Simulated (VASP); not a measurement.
Ce: equation of state with PBE

Crystal: Ce.

```
Ce
1.0
     0.00000    2.58060    2.58060
     2.58060    0.00000    2.58060
     2.58060    2.58060    0.00000
Ce
1
Direct
  0.00000 0.00000 0.00000
```

```
Program             : VASP 6.6.1
Task                : equation of state
Functional          : PBE
Potentials or basis : VASP PAW PBE potentials, release 64 (Ce)
Cutoff              : 520 eV
k mesh              : 9 × 9 × 9
Occupations         : fermi-dirac, width 0.05 eV
Spin                : collinear spin, ferromagnetic start
Starting moments    : [1.0] μB
```

* Equilibrium volume: outside the volumes run

Energy against volume, from the lowest point:
| volume (Å³/atom) | energy (meV/atom) |
| --- | --- |
| 32.309 | 0.00 |
| 32.996 | 21.90 |
| 33.684 | 43.67 |
| 34.371 | 65.29 |
| 35.058 | 87.09 |
| 35.746 | 109.18 |
| 36.433 | 131.40 |

All runs of the series together: 7.8 min on 1 thread of Intel(R) Xeon(R) Platinum 8488C (Sapphire Rapids), with other jobs on the host.

Caveat: the magnetic or orbital state may not be the lowest. The state reached can hang on the start; a lower one may exist.
